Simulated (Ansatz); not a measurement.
SnO:

```xyz
4
Lattice="3.8137 0.0000 0.0000 0.0000 3.8137 0.0000 0.0000 0.0000 4.8869" Properties=species:S:1:pos:R:3 pbc="T T T"
Sn    1.9068    0.0000    3.7367
Sn    0.0000    1.9068    1.1503
O     0.0000    0.0000    0.0000
O     1.9068    1.9068    0.0000
```

The cell is a database's computed one.

* Program: Ansatz 0.2.0
* Task: relaxation of cell and atoms
* Functional: PBE0
* Potentials or basis: Ansatz PAW
* Cutoff: 420 eV (not typed: the program's choice for these potentials)
* k mesh: 4 × 4 × 3
* Occupations: fermi-dirac, width 0.05 eV
* Spin: no spin polarisation

At the start: volume 17.77 Å³/atom.

**Question.** How do energy, volume and symmetry change on relaxing?

**Answer.** It ends after 9 steps and the volume is 18.19 Å³/atom (+2.4 %); space group P4/nmm (No. 129, to 0.05 Å).

The path:
| step | energy change (eV) | largest force (eV/Å) | volume (Å³) |
| --- | --- | --- | --- |
| 1 | 0.0000 | 0.2694 | 71.08 |
| 2 | -0.0048 | 0.0172 | 71.73 |
| 3 | -0.0050 | 0.0287 | 72.12 |
| 4 | -0.0049 | 0.0000 | 72.28 |
| 5 | -0.0080 | 0.0003 | 72.28 |
| 6 | -0.0075 | 0.0006 | 72.57 |
| 7 | -0.0083 | 0.0012 | 72.57 |
| 8 | -0.0080 | 0.0007 | 72.76 |
| 9 | -0.0082 | 0.0004 | 72.76 |

Final structure:
```cif
data_structure
_symmetry_space_group_name_H-M 'P 1'
_symmetry_Int_Tables_number 1
_cell_length_a 3.8006
_cell_length_b 3.8006
_cell_length_c 5.0374
_cell_angle_alpha 90.000
_cell_angle_beta 90.000
_cell_angle_gamma 90.000
_cell_volume 72.76
loop_
_atom_site_label
_atom_site_type_symbol
_atom_site_fract_x
_atom_site_fract_y
_atom_site_fract_z
_atom_site_occupancy
Sn1 Sn 0.50000 0.00000 0.77259 1
Sn2 Sn 0.00000 0.50000 0.22741 1
O1 O 0.00000 0.00000 0.00000 1
O2 O 0.50000 0.50000 0.00000 1
```

Caveat: the k mesh is coarse (spacing up to 0.43 Å⁻¹), so the values aren't converged, least of all with exact exchange; the plane-wave basis is chosen anew once the cell has moved, so the energies of steps on either side of that aren't comparable; the pressure holds a Pulay correction of +0.4 GPa for the finite cutoff; the PAW data sets come from PBE, with cores solved anew for the run's functional, which leaves a small shift of forces and pressure.
